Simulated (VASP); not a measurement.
Crystal: TiO2.

```
Ti O
1.0
     4.59984    0.00000    0.00000
     0.00000    4.59984    0.00000
     0.00000    0.00000    2.95921
Ti O
2 4
Direct
  0.00000 0.00000 0.50000
  0.50000 0.50000 0.00000
  0.30432 0.30432 0.50000
  0.19568 0.80432 0.00000
  0.80432 0.19568 0.00000
  0.69568 0.69568 0.50000
```

The cell is a database's computed one.

Base run:

| Property | Result |
| --- | --- |
| Program | VASP 6.6.1 |
| Functional | RPBE |
| Potentials or basis | VASP PAW PBE potentials, release 64 (Ti_sv, O) |
| Cutoff | 520 eV |
| k mesh | 6 × 6 × 9 |
| Occupations | fermi-dirac, width 0.05 eV |
| Spin | no spin polarisation |

Its results: band gap on the k mesh 1.87 eV, direct.

The run is repeated on the same cell with these changes: functional from RPBE to AM05. What comes out?

Band gap on the k mesh 1.80 eV, direct.
